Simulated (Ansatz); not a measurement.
Set up this calculation in Ansatz 0.2.0, as the native input.

```
Task                                : band structure
Functional                          : PBEsol
Potentials or basis                 : Ansatz PAW
Cutoff                              : 420 eV (not typed: the program's choice for these potentials)
k mesh                              : 11 × 11 × 6
Occupations                         : fermi-dirac, width 0.05 eV
Spin                                : spin-orbit coupling, no magnetisation
Path                                : [["G", "M", "K", "G", "A", "L", "H", "A"], ["L", "M"], ["K", "H"]]
Points for each segment of the path : 14
```

The system is Rh.

```
Rh
1.0
     2.73098    0.00000    0.00000
    -1.36549    2.36510    0.00000
     0.00000    0.00000    4.42849
Rh
2
Direct
  0.33333 0.66667 0.25000
  0.66667 0.33333 0.75000
```

This isn't the form of Rh at room conditions, which is fcc.

The input as run:

input.yaml

```yaml
crystal:
  lattice:
    - [2.7309790422, 0.0, 0.0]
    - [-1.3654895211, 2.3650972278, 0.0]
    - [0.0, 0.0, 4.428489]
  atoms:
    - { symbol: Rh, position: [0.3333333333, 0.6666666667, 0.25] }
    - { symbol: Rh, position: [0.6666666667, 0.3333333333, 0.75] }
hamiltonian:
  xc: pbesol
  pseudopotentials: { kind: paw_fr }
magnetization:
  noncollinear: true
  spin_orbit: true
kpoints:
  mp_grid: { grid: [11, 11, 6] }
  band_path:
    path:
      - [[0.0, 0.0, 0.0], [0.5, 0.0, 0.0], [0.3333333333, 0.3333333333, 0.0], [0.0, 0.0, 0.0], [0.0, 0.0, 0.5], [0.5, 0.0, 0.5], [0.3333333333, 0.3333333333, 0.5], [0.0, 0.0, 0.5]]
      - [[0.5, 0.0, 0.5], [0.5, 0.0, 0.0]]
      - [[0.3333333333, 0.3333333333, 0.0], [0.3333333333, 0.3333333333, 0.5]]
    npoints: 14
scf:
  occupations: { method: fermi_dirac, width: 0.05 }
  n_extra_bands: 6
output:
  forces: true
  stress: true
  eigenvalues: true
  fatbands: false
```

Potentials or basis: Ansatz PAW.

Command:

```sh
$ ansatz run input.yaml --threads 2 --pin off --max-ram 5632MiB --backend cpu --events-out ev --progress --plain --runs-dir out
```

It gave:

```
Pressure               : -13.5 GPa
Band gap on the k mesh : none (metal or under the smearing width)
```

Caveat: the PAW data sets come from PBE, with cores solved anew for the run's functional, which leaves a small shift of forces and pressure.

It took 14 s on 2 threads of Arm Neoverse V2, with other jobs on the host, peak memory 0.43 GiB.
